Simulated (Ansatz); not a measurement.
**SiO2: what SCF settings change**

Aim: run SiO2 with the default SCF settings, then change one group of settings at a time and see what moves: the number of iterations, the state or the numbers. We look at SiO$_{2}$: the measured crystal structure (space group P6_222), with 9 atoms per cell. Source: COD entry 9008092; the sample's temperature and pressure aren't taken into account.

The COD cell was measured well above room temperature, so it is larger than a cold one.

Method: DFT PBE, PAW, plane waves, scalar-relativistic, in Ansatz 0.2.0.

### Step 1. The structure to begin with

It takes space group P6_222 (No. 180, hexagonal). The conventional cell has a = 5.010 Å, b = 5.010 Å, c = 5.470 Å, α = 90.00°, β = 90.00°, γ = 120.00°. Si (site symmetry 222) is surrounded by 4 O at 1.58 Å. Around O (site symmetry 2) lie 2 Si at 1.58 Å.

Coordinates:

```xyz
9
Lattice="5.0100 0.0000 0.0000 -2.5050 4.3388 0.0000 0.0000 0.0000 5.4700" Properties=species:S:1:pos:R:3 pbc="T T T"
Si    2.5050    0.0000    0.0000
Si    1.2525    2.1694    1.8233
Si   -1.2525    2.1694    3.6467
O     1.5954    0.9211    0.9117
O     0.0000    1.8422    2.7350
O     3.4146    0.9211    4.5583
O     0.9096    3.4177    0.9117
O     2.5050    2.4965    2.7350
O    -0.9096    3.4177    4.5583
```

Labels such as O9 number the atoms in the order of the input file.

After the default run come: Fermi–Dirac width 0.01 eV, no switch to direct minimisation; Broyden, β 0.7, history 3, no preconditioner; linear mixing, β 0.2, no preconditioner; one k-point (Gamma), no switch to direct minimisation; direct minimisation; linear mixing, β 0.2, Kerker; Fermi–Dirac width 0.003 eV, no switch to direct minimisation.

The search for lower states is off throughout, and inputs that name a mixer don't switch to direct minimisation unless they say so. Spin polarisation is off.

### Step 2. Default SCF settings

input.yaml reads:

```yaml
crystal:
  lattice:
    - [5.01000118, 0.0, 0.0]
    - [-2.50500059, 4.3387883, 0.0]
    - [0.0, 0.0, 5.47]
  atoms:
    - { symbol: Si, position: [0.5, 0.0, 0.0] }
    - { symbol: Si, position: [0.5, 0.5, 0.33333333] }
    - { symbol: Si, position: [0.0, 0.5, 0.66666667] }
    - { symbol: O, position: [0.4246, 0.2123, 0.16666667] }
    - { symbol: O, position: [0.2123, 0.4246, 0.5] }
    - { symbol: O, position: [0.7877, 0.2123, 0.83333333] }
    - { symbol: O, position: [0.5754, 0.7877, 0.16666667] }
    - { symbol: O, position: [0.7877, 0.5754, 0.5] }
    - { symbol: O, position: [0.2123, 0.7877, 0.83333333] }
hamiltonian:
  xc: pbe
  pseudopotentials: { kind: paw }
basis:
  ecutwfc: 420
kpoints:
  mp_grid: { grid: [5, 5, 4] }
scf:
  occupations: { method: fermi_dirac, width: 0.03 }
  lower_state_search: "off"
output:
  forces: true
  stress: true
```

The run is started by

```
> ansatz run input.yaml --threads 2 --pin off --max-ram 5120MiB --backend cpu --events-out ev --progress --plain --runs-dir out
```

After this run come: Fermi–Dirac width 0.01 eV, no switch to direct minimisation; Broyden, β 0.7, history 3, no preconditioner; Linear mixing, β 0.2, no preconditioner; One k-point (Gamma), no switch to direct minimisation; Direct minimisation; Linear mixing, β 0.2, Kerker; Fermi–Dirac width 0.003 eV, no switch to direct minimisation.

Q: What does this run give, and which of the planned changes alter effort or result? Wanted: largest shift of the free energy by occupations, cutoff, mesh or field.

The runs gave:

| quantity | value |
| --- | --- |
| default run | 6 iterations, with a gap of 5.95 eV on the k-mesh |
| fewest iterations to that state among the runs shown (an iteration of direct minimisation costs more) | 5 (Broyden, β 0.7, history 3, no preconditioner) |
| most iterations to it | 47 (linear mixing, β 0.2, Kerker) |
| runs that end in another state, among changes of path alone | 0 |
| largest shift of the free energy by occupations, cutoff, mesh or field | +118 meV/atom (one k-point (Gamma), no switch to direct minimisation) |

The default and the runs that change only the path, 5 in all, end in one state, in 5 to 47 iterations. Occupations, cutoff, mesh and fields change the problem that is solved, not just the path; the largest shift here is that of “one k-point (Gamma), no switch to direct minimisation”. Counts include iterations that the program adds to test a close, so a difference of one or two ranks nothing. The starting density is a sum of atomic densities corrected by a trained network, so it is already close to self-consistency.

The gaps are Kohn-Sham values of a semilocal functional, not quasiparticle or optical gaps. Such gaps usually fall short of the measured ones.
